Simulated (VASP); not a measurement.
GaP, 2 atoms in the cell. It takes space group F-43m (No. 216, cubic). The conventional cell has a = 5.452 Å, b = 5.452 Å, c = 5.452 Å, α = 90.00°, β = 90.00°, γ = 90.00°. Ga (site symmetry -43m) is surrounded by 4 P at 2.36 Å. P (site symmetry -43m) is surrounded by 4 Ga at 2.36 Å. The cell is a database's computed one.

```yaml
Program: VASP 6.6.1
Task: relaxation of cell and atoms
Functional: RPBE
Potentials_or_basis: VASP PAW PBE potentials, release 64 (Ga_d, P)
Cutoff: 600 eV
k_mesh: 8 × 8 × 8
Occupations: gaussian, width 0.02 eV
Spin: no spin polarisation
Further_INCAR_settings: ALGO = Fast; EDIFF = 1e-07; IBRION = 2; EDIFFG = -0.005; NSW = 90; ISIF = 3
```

Potentials or basis: VASP PAW PBE potentials, release 64 (Ga_d, P).

Launch:

```console
$ cat potpaw_PBE.64/Ga_d/POTCAR potpaw_PBE.64/P/POTCAR > POTCAR
$ mpirun -np 1 vasp_std > vasp.out
```

Hardware: 1 thread of Intel(R) Xeon(R) Platinum 8488C (Sapphire Rapids), with other jobs on the host.

Task: How long does it take, and how much memory?

Result: Wall time 41 s on 1 thread of Intel(R) Xeon(R) Platinum 8488C (Sapphire Rapids), on a shared host, peak memory 0.18 GiB. Counts: scf iterations 45, k points 29, ion steps 3.
